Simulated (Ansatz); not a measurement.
Compare A (`C/C=C(\O)C=O`) with its isomer B (`O=C1CCCO1`).

Isolated molecules relaxed with PBE0-D4/def2-TZVP in Ansatz; ΔE leaves out vibrations. CCSD(T)/CBS is the MP2 limit (def2-TZVPP, def2-QZVPP) plus CCSD(T) − MP2 in def2-TZVPP, frozen cores. DFT in def2-TZVPP. B3LYP here is the variant with VWN-RPA as its local correlation; programs differ in this. Each species was taken in one conformer, which may not be the lowest.

A:

Z-matrix (Å, degrees):
```
C
C 1 1.482
H 1 1.095 2 110.6
H 1 1.095 2 110.6 3 -117.6
H 1 1.089 2 111.9 3 121.2
C 2 1.335 1 125.5 3 -121.0
H 2 1.085 1 119.4 3 59.0
C 6 1.474 2 121.3 1 -180.0
O 6 1.361 2 122.1 1 0.0
O 8 1.201 6 126.2 2 -0.1
H 8 1.119 6 113.6 2 179.9
H 9 0.962 6 109.4 2 179.9
```

B:

Z-matrix (Å, degrees):
```
C
C 1 1.514
C 1 1.519 2 103.5
H 1 1.095 2 107.4 3 -118.9
H 1 1.088 2 110.2 3 124.1
O 2 1.353 1 109.1 3 16.8
O 2 1.192 1 128.5 3 -163.6
C 3 1.524 1 101.7 2 -27.4
H 3 1.090 1 114.1 2 -148.6
H 3 1.092 1 110.4 2 89.4
H 8 1.095 3 111.9 1 -88.2
H 8 1.090 3 113.9 1 147.8
```

(1) Which isomer does CCSD(T)/CBS put lower? Give the gap. (Best estimate.)

(2) Give E(B) − E(A) in kJ/mol with B3LYP, HF/def2-TZVPP, CCSD(T)/def2-TZVPP, ωB97M-V, MP2/def2-TZVPP, B2PLYP, CCSD/def2-TZVPP. (Best estimate.)

Largest T1 diagnostic: 0.015.

Answers

(1) Ansatz gave: B, by 113.5 kJ/mol.

(2) Computed: B3LYP -98.1, HF/def2-TZVPP -122.6, CCSD(T)/def2-TZVPP -115.9, ωB97M-V -120.1, MP2/def2-TZVPP -120.9, B2PLYP -107.2, CCSD/def2-TZVPP -119.8. None reverses the order clearly.

From PBE to PBE0 (25 % exact exchange), in def2-TZVPP and without D4, E(B) − E(A) moves by −17.1 kJ/mol.
